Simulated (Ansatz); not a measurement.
All-electron card of ZrN

```xyz
2
Lattice="0.0000 2.2842 2.2842 2.2842 0.0000 2.2842 2.2842 2.2842 0.0000" Properties=species:S:1:pos:R:3 pbc="T T T"
Zr    0.0000    0.0000    0.0000
N     2.2842    2.2842    2.2842
```

Atoms are numbered in the order listed.

The cell is COD entry 4303945, as deposited and not checked against the literature; nothing was relaxed.

Spin polarisation is left out, and whether a magnetic state lies lower isn't shown here.

All numbers are computed: DFT, PBE, all-electron LAPW, scalar-relativistic (Ansatz 0.2.0); DFT, PBE, PAW with Ansatz's default frozen-core files, scalar-relativistic (Ansatz 0.2.0).

For LAPW: a Γ-centred 9×9×9 k mesh, Fermi–Dirac smearing of 0.01 eV, basis error target 0.25 meV/atom, no spin polarisation. PAW takes a cutoff of 420 eV at this cell. The Ansatz runs share mesh, smearing and spin set-up. Values come from LAPW unless marked.

| Quantity | Value |
| --- | --- |
| Pressure at this cell | 4.48 GPa |
| Band gap | none: with an odd electron count and no spin polarisation the bands can't all be full, a metal in this set-up (spin order or a larger cell could open a gap) |
| Density of states at the Fermi level (0.2 eV bin) | 0.70 states/eV per cell |
| Löwdin charges (with 0.06 e of the cell spilling out of the atomic basis, so their sizes and signs hang on that basis) | Zr1 0.79, N2 -0.73 e |
| Bader charges (from the PAW run) | Zr1 +1.89, N2 -1.89 e |
| Volume per atom | 11.92 Å³ |
